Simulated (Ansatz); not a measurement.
Crystal: InSe.

```
CELL_PARAMETERS angstrom
2.00000 1.15470 8.44000
-2.00000 1.15470 8.44000
0.00000 -2.30940 8.44000
ATOMIC_POSITIONS crystal
In 0.88860 0.88860 0.88860
In 0.00000 0.00000 0.00000
Se 0.17190 0.17190 0.17190
Se 0.38350 0.38350 0.38350
```

| Property | Result |
| --- | --- |
| Program | Ansatz 0.2.0 |
| Task | relaxation of cell and atoms |
| Functional | PBEsol |
| Dispersion | D4 |
| Potentials or basis | Ansatz PAW |
| Cutoff | 420 eV (not typed: the program's choice for these potentials) |
| k mesh | 8 × 8 × 8 |
| Occupations | fermi-dirac, width 0.05 eV |
| Spin | no spin polarisation |

At the start: volume 29.24 Å³/atom.

Where does the relaxation end?

It ends after 6 steps and the volume is 27.98 Å³/atom (-4.3 %); space group R3m (No. 160, to 0.05 Å).

The path:
| step | energy change (eV) | largest force (eV/Å) | volume (Å³) |
| --- | --- | --- | --- |
| 1 | 0.0000 | 0.2942 | 116.95 |
| 2 | -0.0194 | 0.0561 | 113.85 |
| 3 | -0.0237 | 0.0366 | 111.41 |
| 4 | -0.0241 | 0.0117 | 111.88 |
| 5 | -0.0242 | 0.0001 | 111.93 |
| 6 | -0.0233 | 0.0001 | 111.93 |

Final structure:
```xyz
4
Lattice="1.9901 1.1490 8.1584 -1.9901 1.1490 8.1584 0.0000 -2.2980 8.1584" Properties=species:S:1:pos:R:3 pbc="T T T"
In    0.0000    0.0000   21.7326
In    0.0000    0.0000    0.0170
Se    0.0000    0.0000    4.1331
Se    0.0000    0.0000    9.4597
```

Caveat: the plane-wave basis is chosen anew once the cell has moved, so the energies of steps on either side of that aren't comparable; the PAW data sets come from PBE, with cores solved anew for the run's functional, which leaves a small shift of forces and pressure.
